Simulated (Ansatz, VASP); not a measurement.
# SnO2 (Cassiterite) in VASP and in Ansatz

```
CELL_PARAMETERS angstrom
4.70134 0.00000 0.00000
0.00000 4.70134 0.00000
0.00000 0.00000 3.18267
ATOMIC_POSITIONS crystal
Sn 0.00000 0.00000 0.00000
Sn 0.50000 0.50000 0.50000
O 0.30544 0.30544 0.00000
O 0.19456 0.80544 0.50000
O 0.69456 0.69456 0.00000
O 0.80544 0.19456 0.50000
```

Alike in both runs: functional r2SCAN; k mesh 6 × 6 × 8; occupations gaussian, width 0.02 eV; no spin polarisation.

Ansatz relaxed the structure, and its values are those at the end. VASP's run is a single point on that final structure, the one shown.

```csv
,VASP,Ansatz
version,VASP 6.6.1,Ansatz 0.2.0
potentials or method,"VASP PAW PBE potentials, release 64 (Sn_d, O)","scalar-relativistic, plane waves, PAW"
plane-wave cutoff (eV),520,500
valence electrons in the cell,52,52
```

Ansatz gave:

- gap on the k mesh at the Fermi level (eV): 2.11
- least direct gap on the mesh (eV): 2.11
- pressure (GPa): 6.7
- rms of the force components (eV/Å): 0.000

**Question.** Which values does VASP return?

**Answer.** gap on the k mesh at the Fermi level (eV): 2.14; least direct gap on the mesh (eV): 2.14; pressure (GPa): 7.9; rms of the force components (eV/Å): 0.011.

Caveats: the PAW data sets were made with another functional, which shifts forces and pressure a little (VASP); spin-orbit coupling is left out, which moves the levels of the heavy elements. r2SCAN opens gaps a little over a GGA but as a rule still falls short of measured ones.
